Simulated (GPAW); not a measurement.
**HgTe (Coloradoite) in GPAW: the effect of dispersion**

The system is HgTe (Coloradoite).

```
CELL_PARAMETERS angstrom
0.00000 3.21450 3.21450
3.21450 0.00000 3.21450
3.21450 3.21450 0.00000
ATOMIC_POSITIONS crystal
Hg 0.00000 0.00000 0.00000
Te 0.75000 0.75000 0.75000
```

Alike in all runs:

```yaml
Program: GPAW 26.7.0
Task: relaxation of cell and atoms
Functional: PBEsol
Potentials_or_basis: PAW data sets generated in the run's folder for this functional
Cutoff: 600 eV
Basis: pw
k_mesh: 7 × 7 × 7
Occupations: fermi-dirac, width 0.05 eV
Spin: no spin polarisation
```

Each run relaxes the cell or the atoms first.

One run gave: relaxed volume 34.42 Å³/atom. Which dispersion did it use?
A. D3
B. D4
C. D3(BJ)-ATM
D. none
E. D3(BJ)

D.

```tsv
dispersion	relaxed volume (Å³/atom)
none	34.42
D3	33.33
D3(BJ)	33.22
D3(BJ)-ATM	33.36
D4	33.68
```

Caveats: later steps reuse the first step's grids; pairwise dispersion overbinds metals, which lowers pressure and volume (some runs); the relaxation stopped at its first step, so nothing moved (some runs).
